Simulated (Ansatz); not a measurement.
## MgO (P6_3/mmc), a vibration from a frozen displacement

Computed with DFT r2SCAN, scalar-relativistic, plane waves, PAW in Ansatz 0.2.0. Cutoff 500 eV, Γ-centred 6×6×6 k-points, Gaussian smearing of 0.05 eV. No spin polarisation. Energies are free energies at this smearing, counted from the undisturbed cell; pressure is positive in compression.

The undisturbed cell (relaxed at this level; this form isn't the usual structure):

```
Mg O
1.0
     3.48410    0.00000    0.00000
    -1.74205    3.01732    0.00000
     0.00000    0.00000    4.18569
Mg O
2 2
Direct
  0.66667 0.33333 0.75000
  0.33333 0.66667 0.25000
  0.66667 0.33333 0.25000
  0.33333 0.66667 0.75000
```

Every O atom is moved by x along the Cartesian unit vector (0.000, -1.000, 0.000); the cell and all other atoms stay fixed. The cell's volume is 44.00 Å³; the moved atoms weigh 31.998 u together and the others 48.610 u. Some rows repeat others by symmetry and weren't run.

```
  x (Å)  ΔE (meV/cell) total force on the moved atoms along the move (eV/Å) pressure (GPa)
-0.3000         925.39                                                6.9336          8.5707
-0.2625         688.24                                                5.7403          6.4515
-0.2250         493.11                                                4.6873          4.6727
-0.1875         335.27                                                3.7480          3.2092
-0.1500         210.90                                                2.8982          2.0400
-0.1125         117.05                                                2.1167          1.1480
-0.0750          51.53                                                1.3845          0.5200
-0.0375          12.81                                                0.6844          0.1469
 0.0000           0.00                                                0.0000          0.0231
 0.0375          12.81                                               -0.6844          0.1469
 0.0750          51.53                                               -1.3845          0.5200
 0.1125         117.05                                               -2.1167          1.1480
 0.1500         210.90                                               -2.8982          2.0400
 0.1875         335.27                                               -3.7480          3.2092
 0.2250         493.11                                               -4.6873          4.6727
 0.2625         688.24                                               -5.7403          6.4515
 0.3000         925.39                                               -6.9336          8.5707
```

Problem. What frequency belongs to this motion?

Solution. The force constant is k = −dF/dx = 18.251 eV/Å², from the parabola through x = -0.0375, 0 and 0.0375. In every cell the moved atoms swing against the rest, so the mass is μ = m₁m₂/(m₁ + m₂) = 19.296 u, and ν̃ = 521.5 cm⁻¹ × √(|k|/μ) = 507 cm⁻¹. To first order in x, and within 1 %, the force on every atom lies along the move and, within each of the two groups, in proportion to the atom's mass, so this is itself a mode at the zone centre of this cell, taken without macroscopic field (the transverse frequency in a polar insulator).

Problem. How far does the harmonic law reach?

Solution. At x = -0.300 Å, kx²/2 = 821.28 meV against the computed 925.39 meV (+12.7 %): the well stiffens in this direction at large amplitude.

Problem. The pressure changes with x². What does that say about the frequency under compression?

Solution. With E = k(V)x²/2, k ∝ V^(−2γ) and x scaling with the cell as V^(1/3), P − P0 = −∂E/∂V = (2γ − 2/3) ΔE/V. At x = 0.0750 Å, V(P − P0) = 44.00 × 0.49689 / 160.2 eV = 136.47 meV and ΔE = 51.53 meV, so γ = 1/3 + V(P − P0)/(2ΔE) = 1.66. This is the Grüneisen parameter of the motion under uniform scaling of the cell: shrinking the cell evenly by 1 % in volume raises the frequency by about 1.66 %.

Cost: 9 runs of about 1.4 core-minutes in all, on Arm Neoverse V2 (shared hosts).